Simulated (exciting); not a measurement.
# P (Cmce) in exciting: further runs

The runs below take P through single point, with PBE.

Everything below comes from runs of exciting (release sodium). Logs are shortened: lines on timing, memory, paths and dates and some standing lists are left out, and cuts for length are marked.

### Step 1. The crystal as given

The structure is orthorhombic, space group Cmce (No. 64). Conventional cell: a = 3.295 Å, b = 10.930 Å, c = 4.544 Å, α = 90.00°, β = 90.00°, γ = 90.00°. P (site symmetry m) is surrounded by 3 P at 2.20 to 2.25 Å.

### Step 2. Single point, PBE

The input, input.xml:

```xml
<input>
  <title>P</title>
  <structure speciespath="./" tshift="false">
    <crystal scale="1">
      <basevect>3.113783228284 -10.327424561187 0.000000000000</basevect>
      <basevect>3.113783228284 10.327424561187 0.000000000000</basevect>
      <basevect>0.000000000000 0.000000000000 8.586226875202</basevect>
    </crystal>
    <species speciesfile="P.xml" rmt="1.98">
      <atom coord="0.904143130000 0.095856870000 0.588815170000"/>
      <atom coord="0.095856870000 0.904143130000 0.411184830000"/>
      <atom coord="0.595856870000 0.404143130000 0.088815170000"/>
      <atom coord="0.404143130000 0.595856870000 0.911184830000"/>
    </species>
  </structure>
  <groundstate do="fromscratch" ngridk="8 8 6" rgkmax="7.5" gmaxvr="14" lmaxapw="10" lmaxmat="10" lmaxvr="8" xctype="GGA_PBE" stype="Gaussian" swidth="0.00040424" nempty="14" ValenceRelativity="iora*" epsengy="1e-05" epspot="1e-05" maxscl="60" tforce="true" outputlevel="high"/>
  <properties>
    <chargedensityplot>
      <plot3d>
        <box grid="29 29 23">
          <origin coord="0 0 0"/>
          <point coord="1 0 0"/>
          <point coord="0 1 0"/>
          <point coord="0 0 1"/>
        </box>
      </plot3d>
    </chargedensityplot>
    <elfplot>
      <plot3d>
        <box grid="29 29 23">
          <origin coord="0 0 0"/>
          <point coord="1 0 0"/>
          <point coord="0 1 0"/>
          <point coord="0 0 1"/>
        </box>
      </plot3d>
    </elfplot>
    <exccplot>
      <plot3d>
        <box grid="29 29 23">
          <origin coord="0 0 0"/>
          <point coord="1 0 0"/>
          <point coord="0 1 0"/>
          <point coord="0 0 1"/>
        </box>
      </plot3d>
    </exccplot>
  </properties>
</input>
```

Potentials or basis: all-electron LAPW+lo, shipped species files, valence relativity iora*.

The run is started by

```bash
> OMP_NUM_THREADS=1 exciting_smp
```

INFO.OUT:

```text
================================================================================
EXCITING SODIUM started
[... 10 lines left out ...]

 Lattice vectors (cartesian) :
      3.1137832283    -10.3274245612      0.0000000000
      3.1137832283     10.3274245612      0.0000000000
      0.0000000000      0.0000000000      8.5862268752

 Reciprocal lattice vectors (cartesian) :
      1.0089310730     -0.3041990416      0.0000000000
      1.0089310730      0.3041990416     -0.0000000000
     -0.0000000000      0.0000000000      0.7317748993

 Unit cell volume                           :     552.2208012047
 Brillouin zone volume                      :       0.4491866531

 Species :    1 (P)
     parameters loaded from                 :    P.xml
     name                                   :    phosphorus
     nuclear charge                         :     -15.00000000
     electronic charge                      :      15.00000000
     atomic mass                            :   56461.71408000
     muffin-tin radius                      :       1.98000000
     # of radial points in muffin-tin       :     300

     atomic positions (lattice) :
       1 :   0.90414313  0.09585687  0.58881517
       2 :   0.09585687  0.90414313  0.41118483
       3 :   0.59585687  0.40414313  0.08881517
       4 :   0.40414313  0.59585687  0.91118483

 Total number of atoms per unit cell        :       4

 Spin treatment                             :    spin-unpolarised

 Number of Bravais lattice symmetries       :       8
 Number of crystal symmetries               :       4

 k-point grid                               :       8    8    6
 Total number of k-points                   :     114
 k-point set is reduced with crystal symmetries

 R^MT_min * |G+k|_max (rgkmax)              :       7.50000000
 Species with R^MT_min                      :       1 (P)
 Maximum |G+k| for APW functions            :       3.78787879
 Maximum |G| for potential and density      :      14.00000000
[... 51 lines left out ...]
 Total energy                               :     -1370.47685917
 _______________________________________________________________
 Fermi energy                               :         0.20812575
 Kinetic energy                             :      1372.20842355
 Coulomb energy                             :     -2649.81243852
 Exchange energy                            :       -90.50045014
 Correlation energy                         :        -2.37239407
 Sum of eigenvalues                         :      -760.20012073
 Effective potential energy                 :     -2132.40854428
 Coulomb potential energy                   :     -2012.40392292
 xc potential energy                        :      -120.00462136
 Hartree energy                             :       445.01052113
 Electron-nuclear energy                    :     -2902.42496518
[... 502 lines left out ...]
 RMS change in effective potential (target) :  0.318464E-08  ( 0.100000E-04)
 Absolute change in total energy   (target) :  0.581613E-05  ( 0.100000E-04)
 Charge distance                   (target) :  0.451031E-07  ( 0.100000E-04)
 Abs. change in max-nonIBS-force   (target) :  0.981282E-07  ( 0.500000E-04)

++++++++++++++++++++++++++++++++++++++++++++++++++++++++++++++++++++++++++++++++
| Convergency criteria checked for the last 2 iterations                       +
| Convergence targets achieved. Performing final SCF iteration                 +
++++++++++++++++++++++++++++++++++++++++++++++++++++++++++++++++++++++++++++++++
 Total energy                               :     -1368.39500316
 _______________________________________________________________
 Fermi energy                               :         0.21636562
 Kinetic energy                             :      1373.21244002
 Coulomb energy                             :     -2648.81095361
 Exchange energy                            :       -90.42222790
 Correlation energy                         :        -2.37426167
 Sum of eigenvalues                         :      -759.02972549
 Effective potential energy                 :     -2132.24216551
 Coulomb potential energy                   :     -2012.33762115
 xc potential energy                        :      -119.90454435
 Hartree energy                             :       444.07533799
 Electron-nuclear energy                    :     -2900.48829713
 Nuclear-nuclear energy                     :      -192.39799447
 Madelung energy                            :     -1642.64214303
 Core-electron kinetic energy               :         0.00000000
[... 16 lines left out ...]
 Estimated fundamental gap                  :         0.00362809
        valence-band maximum at   21      0.5000  0.5000  0.0000
     conduction-band minimum at   21      0.5000  0.5000  0.0000

++++++++++++++++++++++++++++++++++++++++++++++++++++++++++++++++++++++++++++++++
+ Self-consistent loop stopped                                                 +
++++++++++++++++++++++++++++++++++++++++++++++++++++++++++++++++++++++++++++++++
 STATE.OUT is written

--------------------------------------------------------------------------------
- Writing atomic positions and forces                                          -
--------------------------------------------------------------------------------

 Atomic positions (lattice) :
 atom     1   P  :     0.90414313    0.09585687    0.58881517
 atom     2   P  :     0.09585687    0.90414313    0.41118483
 atom     3   P  :     0.59585687    0.40414313    0.08881517
 atom     4   P  :     0.40414313    0.59585687    0.91118483

 Total atomic forces including IBS (cartesian) :
 atom     1   P  :    -0.00000000    0.00363140   -0.00611535
 atom     2   P  :     0.00000000   -0.00363140    0.00611535
 atom     3   P  :     0.00000000   -0.00365642   -0.00612368
 atom     4   P  :    -0.00000000    0.00365642    0.00612368

 Atomic force components including IBS (cartesian) :
 atom     1   P  :    -0.00000000    0.48891788   -0.46375469   HF force
                 :     0.00000000   -0.48051092    0.45265871   core correction
                 :     0.00000000   -0.00477557    0.00498064   IBS correction
 atom     2   P  :     0.00000000   -0.48891788    0.46375469   HF force
                 :    -0.00000000    0.48051092   -0.45265871   core correction
                 :     0.00000000    0.00477557   -0.00498064   IBS correction
 atom     3   P  :     0.00000000   -0.48901702   -0.46379833   HF force
                 :    -0.00000000    0.48059990    0.45269429   core correction
                 :     0.00000000    0.00476070    0.00498036   IBS correction
 atom     4   P  :    -0.00000000    0.48901702    0.46379833   HF force
                 :     0.00000000   -0.48059990   -0.45269429   core correction
                 :     0.00000000   -0.00476070   -0.00498036   IBS correction

********************************************************************************
* Groundstate module stopped                                                   *
********************************************************************************

================================================================================
| EXCITING SODIUM stopped                                                      =
================================================================================
```

WARNINGS.OUT:

```text
Inversion symmetry is present. Consider using input%groundstate%solver%type = "inversionsymmetry"
```

It took 13 min on 1 thread of Arm Neoverse V2, shared host; peak memory 0.22 GiB.

What came out:

```
Free energy                                       : -37235.9250 eV
Largest force                                     : 0.367 eV/Å
Band gap on the k mesh                            : 0.10 eV, direct
All electrons inside the program's atomic spheres : P 12.71 (radii P 1.98 bohr)
```

Forces in eV/Å, atoms in the order of the input:
```
P    0.000  0.187 -0.314
P    0.000 -0.187  0.314
P    0.000 -0.188 -0.315
P    0.000  0.188  0.315
```

### Step 3. Single point, PBE

The input, input.xml:

```xml
<input>
  <title>P</title>
  <structure speciespath="./" tshift="false">
    <crystal scale="1">
      <basevect>3.113783228284 -10.327424561187 0.000000000000</basevect>
      <basevect>3.113783228284 10.327424561187 0.000000000000</basevect>
      <basevect>0.000000000000 0.000000000000 8.586226875202</basevect>
    </crystal>
    <species speciesfile="P.xml" rmt="1.98">
      <atom coord="0.904143130000 0.095856870000 0.588815170000"/>
      <atom coord="0.095856870000 0.904143130000 0.411184830000"/>
      <atom coord="0.595856870000 0.404143130000 0.088815170000"/>
      <atom coord="0.404143130000 0.595856870000 0.911184830000"/>
    </species>
  </structure>
  <groundstate do="fromscratch" ngridk="8 8 6" rgkmax="7.5" gmaxvr="14" lmaxapw="10" lmaxmat="10" lmaxvr="8" xctype="GGA_PBE" stype="Gaussian" swidth="0.00044099" nempty="14" ValenceRelativity="iora*" epsengy="1e-05" epspot="1e-05" maxscl="60" tforce="true" outputlevel="normal"/>
</input>
```

Potentials or basis: all-electron LAPW+lo, shipped species files, valence relativity iora*.

The run is started by

```bash
> OMP_NUM_THREADS=1 exciting_smp
```

Wall time 11 min (1 thread of Arm Neoverse V2, shared host); peak memory 0.22 GiB.

Results (log left out):

- Free energy: -37235.9250 eV
- Largest force: 0.367 eV/Å
- Band gap on the k mesh: 0.10 eV, direct
- All electrons inside the program's atomic spheres: P 12.71 (radii P 1.98 bohr)

Forces in eV/Å, atoms in the order of the input:
```
P    0.000  0.187 -0.314
P    0.000 -0.187  0.314
P    0.000 -0.188 -0.315
P    0.000  0.188  0.315
```

Levels at points of the mesh, in eV from the valence-band top:
| k point | band 6 | band 7 | band 8 | band 9 | band 10 | band 11 | band 12 | band 13 | band 14 | band 15 |
| --- | --- | --- | --- | --- | --- | --- | --- | --- | --- | --- |
| (0.00, 0.00, 0.00) | -4.91 | -4.11 | -2.80 | -2.61 | -1.23 | 0.55 | 0.97 | 1.85 | 2.78 | 5.35 |
| (0.50, 0.00, 0.00) | -5.63 | -3.40 | -3.40 | -2.66 | -2.66 | 0.63 | 0.63 | 1.45 | 1.45 | 3.28 |
| (0.50, 0.50, 0.00) | -5.51 | -4.20 | -2.46 | -1.59 | 0.00 | 0.10 | 0.74 | 2.06 | 2.67 | 5.08 |
| (0.00, 0.00, 0.50) | -4.41 | -3.32 | -3.32 | -1.69 | -1.69 | 1.39 | 1.39 | 2.86 | 2.86 | 4.53 |
| (0.50, 0.00, 0.50) | -5.70 | -5.32 | -5.32 | -1.82 | -1.82 | 1.62 | 1.62 | 3.38 | 3.38 | 4.91 |
| (0.50, 0.50, 0.50) | -3.34 | -2.81 | -2.81 | -2.00 | -2.00 | 1.36 | 1.36 | 2.55 | 2.55 | 3.10 |

A k mesh can miss the band edges. Expect the measured gap to be larger: semilocal functionals such as PBE lack the derivative discontinuity.
